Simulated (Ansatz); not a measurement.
# Lattice dynamics of LiBr (Fm-3m), part 3 of 3

Aim: the vibrations of LiBr (Fm-3m), their spectra, and whether the structure is stable.

Ansatz 0.2.0; DFT LDA, scalar-relativistic, plane waves, PAW; PAW set soft_1.

So far. Step 4 (Relaxing to small forces for the phonons): The forces vanish by symmetry and the pressure is -0.001 GPa, within the tolerances set. The cell now holds 18.72 Å³/atom. Step 5 (Linear response at the zone centre): Before it was imposed, the acoustic sum rule was missed by 2.6e-5 eV/Å² and the charge sum rule by 2.8e-4 e. Small misses are needed for a sound result but don't prove that mesh and cutoff are converged. The relaxed cell has a = 5.310 Å (conventional setting).

### Step 6. Phonons on a q mesh (continued)

The partial phonon density of states has structure finer than the step of the table below, so its rows give means over 10 cm⁻¹, whole bins alone (the curve runs from -10 to 395 cm⁻¹). Peaks (cm⁻¹: height): Br 81.7: 0.0706, 117.3: 0.0592; Li 211.5: 0.136.

Phonopy on the run's constants, 19x19x19 mesh, Gaussian sigma 2.9 cm-1. Interpolated from a 4×4×4 q mesh. Partial phonon density of states against wavenumber; means over each step; values in 1/cm⁻¹/cell:

```csv
wavenumber (cm⁻¹),Br,Li
0,3.8e-5,0
10,2.0e-4,1.4e-5
20,8.4e-4,6.7e-5
30,0.00197,1.4e-4
40,0.00419,2.7e-4
50,0.00772,4.3e-4
60,0.0147,7.0e-4
70,0.0316,0.00117
80,0.0636,0.00191
90,0.0470,0.00134
100,0.0318,9.8e-4
110,0.0369,0.00136
120,0.0427,0.00116
130,0.00674,9.7e-5
140,6.9e-5,0
150,0,0
160,0,0
170,0,0
180,0,7.5e-7
190,1.1e-4,0.00185
200,0.00185,0.0345
210,0.00441,0.111
220,0.00192,0.0461
230,1.4e-4,0.00392
240,7.1e-5,0.00459
250,5.4e-5,0.00626
260,4.5e-5,0.00695
270,3.2e-5,0.00681
280,3.5e-5,0.00699
290,3.8e-5,0.00646
300,5.2e-5,0.00791
310,7.2e-5,0.00673
320,9.9e-5,0.00850
330,1.4e-4,0.00708
340,2.6e-4,0.0103
350,2.6e-4,0.00793
360,6.1e-5,0.00463
370,9.7e-6,0.00191
380,0,9.1e-5
```

Second derivatives of the energy by pair, one row for each kind of neighbour of each atom listed. Each entry sums the pair over the periodic images of the supercell that the q mesh stands for, and in a polar crystal it holds the long-range dipole part too. Force constants by pair, by row:

```csv
atom,neighbour,distance (Å),third of the trace (eV/Å²),along the pair's line (eV/Å²)
Li1,itself,0,1.487,–
Li1,Br,2.655,-0.2214,-0.423
Li1,Li,3.755,0.0202,-0.1894
Li1,Br,4.599,-0.0105,0.0728
Li1,Li,5.31,-0.0769,-0.203
Li1,Br,5.937,0.0113,0.0693
Li1,Li,6.504,-0.0046,-0.041
Br2,itself,0,2.944,–
Br2,Li,2.655,-0.2214,-0.423
Br2,Br,3.755,-0.1306,-0.5275
Br2,Li,4.599,-0.0105,0.0728
Br2,Br,5.31,-0.0075,-0.0651
Br2,Li,5.937,0.0113,0.0693
Br2,Br,6.504,-0.0064,-0.0375
```

Harmonic thermodynamic functions per atom, from the density of states. Interpolated from a 4×4×4 q mesh. Thermodynamic functions, by row:

```csv
T (K),F_vib (meV/atom),S (J/mol-atom/K),C_V (J/mol-atom/K)
0,30.76,0,0
50,30.12,4.172,8.115
100,25.79,12.49,15.97
200,5.5,25.8,21.77
300,-26.27,34.99,23.41
400,-66.23,41.83,24.05
500,-112.5,47.23,24.37
600,-163.8,51.69,24.54
700,-219.4,55.48,24.64
800,-278.7,58.78,24.71
900,-341.1,61.69,24.76
1000,-406.4,64.3,24.8
```

Harmonic mean-square displacement, third of the trace. Interpolated from a 4×4×4 q mesh. Mean square displacements, by row:

```csv
T (K),Li1 U_eq (Å²),Br2 U_eq (Å²)
0,0.0111,0.00246
100,0.0133,0.00505
300,0.02698,0.01383
600,0.05112,0.02742
```

Symmetry leaves 8 wavevectors to solve. The lowest mode among them, the acoustic zeros apart, lies at q = (0, 0, 0.25) and is real, 56.2 cm⁻¹.

### Step 7. Another isotope, element Br, natural mass 79.904 amu

An isotope changes the mass and not the force constants, so no new electronic calculation is needed; the shifts show which modes move this element.

The same force constants with the mass of Br changed from 79.904 to 80.916 u (phonopy, no LO-TO term). Both lists are sorted by frequency; levels can cross, so a row need not hold one and the same mode. Modes under 3 cm⁻¹ are left out. Isotope shifts, by row:

```csv
q,rank,natural mass (cm⁻¹),changed mass (cm⁻¹)
0 0 0,4,195.9,195.8
0 0 0,5,195.9,195.8
0 0 0,6,195.9,195.8
0 0 0.25,1,56.2,55.86
0 0 0.25,2,56.2,55.86
0 0 0.25,3,95.68,95.1
0 0 0.25,4,204.8,204.8
0 0 0.25,5,204.8,204.8
0 0 0.25,6,359.8,359.8
0 0 -0.5,1,76.65,76.17
0 0 -0.5,2,76.65,76.17
0 0 -0.5,3,130.8,130
0 0 -0.5,4,214.5,214.5
0 0 -0.5,5,214.5,214.5
0 0 -0.5,6,373.8,373.8
0 0.25 0.25,1,60.96,60.61
0 0.25 0.25,2,60.96,60.61
0 0.25 0.25,3,105.2,104.6
0 0.25 0.25,4,203,202.9
0 0.25 0.25,5,203,202.9
0 0.25 0.25,6,288.4,288.4
```

A mode of this element alone would shift by -0.63 %. The highest zone-centre frequency without the field goes from 195.9 to 195.8 cm⁻¹ (-0.1 %). The product of the frequency ratios over all optical modes at Γ is 0.998; the product rule, (m/m′)^(3k/2) (M′/M)^(3/2) with k = 1 such atoms and M the mass of the cell, gives 0.999.

### Step 8. Isotope substitution, element Li, natural mass 6.94 amu

The same for Li, from 6.94 to 6.02 u.

A mode of this element alone would shift by +7.41 %. The highest zone-centre frequency without the field goes from 195.9 to 209.3 cm⁻¹ (+6.8 %). The product of the frequency ratios over all optical modes at Γ is 1.220; the product rule, (m/m′)^(3k/2) (M′/M)^(3/2) with k = 1 such atoms and M the mass of the cell, gives 1.220.

### Step 9. Summary of results

| Property | Result |
| --- | --- |
| space group after relaxation (within 0.01 Å) | Fm-3m |
| volume per atom | 18.7 Å³ |
| gap on the k-mesh | 5.15 eV |
| highest optical mode at the zone centre (no LO-TO term) | 196 cm⁻¹ |
| top of the zone-centre spectrum with the field | 347 cm⁻¹ |
| lowest optical zone-centre mode | 196 cm⁻¹ |
| mean high-frequency dielectric constant | 3.69 |
| mean static dielectric constant | 11.6 |
| largest Born charge (third of the trace) | 1.21 e |
| lowest mode on the q mesh (acoustic modes at Γ apart) | 56.2 cm⁻¹ |
| highest frequency on the path or at a solved wavevector | 374 cm⁻¹ |
| zero-point energy per atom | 30.8 meV |
| heat capacity at 300 K | 23.4 J/(mol atoms K) |
| vibrational entropy at 300 K | 35.0 J/(mol atoms K) |
| Debye temperature (second moment) | 344 K |
| imaginary modes on the 4×4×4 q mesh | none |

In words: The structure is a minimum as far as tested: no mode is imaginary at the 8 irreducible wavevectors of the 4×4×4 mesh, and the softest away from the acoustic zeros lies at 56 cm⁻¹. Without the field, the optical modes at Γ form one degenerate level at 196 cm⁻¹. The highest mode in this list at Γ, 195.9 cm⁻¹, is mostly motion of Li (92 % of the kinetic energy). With the macroscopic field of the longitudinal modes the top of the zone-centre spectrum lies at 347 cm⁻¹, against 196 cm⁻¹ without it. Lattice motion raises the mean dielectric constant from 3.690 to 11.57. The strongest infrared line is at 196 cm⁻¹. No mode is Raman active to first order. On the path and the mesh, the widest gap between branches runs from 131 to 194 cm⁻¹. The PAW files were made for PBE and serve the other functionals too. These are harmonic frequencies at zero temperature: anharmonic shifts, linewidths and thermal expansion are left out.

[Logs are printed without paths, hosts, clocks, repeated set-up lines and the standing remarks that a program may print on its own settings, such as how far it seeks lower states.]

[Hosts, paths, dates, database ids (printed as entryN), source tags and the programs' standing remarks are cut or masked in the printed files.]
